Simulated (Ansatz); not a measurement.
Fluorite HfO2 (r2SCAN geometry), in Ansatz:

```cif
data_structure
_symmetry_space_group_name_H-M 'Fm-3m'
_symmetry_Int_Tables_number 225
_cell_length_a 5.0584
_cell_length_b 5.0584
_cell_length_c 5.0584
_cell_angle_alpha 90.000
_cell_angle_beta 90.000
_cell_angle_gamma 90.000
_cell_volume 129.43
loop_
_atom_site_label
_atom_site_type_symbol
_atom_site_symmetry_multiplicity
_atom_site_Wyckoff_symbol
_atom_site_fract_x
_atom_site_fract_y
_atom_site_fract_z
_atom_site_occupancy
Hf1 Hf 4 a 0.00000 0.00000 0.00000 1
O1 O 8 c 0.25000 0.75000 0.75000 1
```

G0W0@PBE with 177 empty bands, a screening cutoff of 180 eV and a 6×6×6 mesh (PAW, contour deformation) gives 5.205 eV over the mesh points, from a PBE gap of 3.803 eV; it sums over 196 bands with 169 plane waves in the screening and a wave cutoff of 420 eV. G0W0 values are finite-basis, finite-mesh values. No spin polarisation and no zero-point or thermal motion.

**Question.** Estimate the gap with starting point r2SCAN.

**Answer.** 5.447 eV (+0.242 eV), from a Kohn-Sham gap of 4.303 eV.

**Question.** Estimate the gap with starting point HSE06.

**Answer.** 5.861 eV (+0.656 eV), from a Kohn-Sham gap of 5.409 eV.

**Question.** Estimate the gap with frequency model Godby-Needs pole.

**Answer.** 5.163 eV (-0.042 eV), from a Kohn-Sham gap of 3.803 eV.

No spin-orbit coupling is included; it can move band edges with weight on the heavy atoms by tenths of an eV.
